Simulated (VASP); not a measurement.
The system is GaN.

```
Ga N
1.0
     3.18000    0.00000    0.00000
    -1.59000    2.75396    0.00000
     0.00000    0.00000    5.16600
Ga N
2 2
Cartesian
  0.0000 1.8360 0.0000
  1.5900 0.9180 2.5830
  0.0000 1.8360 1.9373
  1.5900 0.9180 4.5203
```

```yaml
Program: VASP 6.6.1
Task: relaxation of cell and atoms
Functional: LDA
Potentials_or_basis: VASP PAW LDA potentials, release 64 (Ga_d, N)
Cutoff: 600 eV
k_mesh: 12 × 12 × 5
Occupations: gaussian, width 0.03 eV
Spin: no spin polarisation
```

At the start: pressure -3.5 GPa; volume 11.31 Å³/atom.

Question: How do energy, volume and symmetry change on relaxing?

Answer: Over 3 steps the energy falls by 2.7 meV/atom and the volume is 11.10 Å³/atom (-1.8 %); space group P6_3mc (No. 186, to 0.05 Å).

Step by step:
```
step  energy change (eV)  largest force (eV/Å)  pressure (GPa)  volume (Å³)
   1              0.0000                0.1277           -3.52        45.24
   2             -0.0003                0.1151            3.81        43.63
   3             -0.0109                0.0097            0.01        44.42
```

Final structure:
```
CELL_PARAMETERS angstrom
3.15658 0.00000 0.00000
-1.57829 2.73368 0.00000
0.00000 0.00000 5.14741
ATOMIC_POSITIONS crystal
Ga 0.33333 0.66667 0.99940
Ga 0.66667 0.33333 0.49940
N 0.33333 0.66667 0.37560
N 0.66667 0.33333 0.87560
```
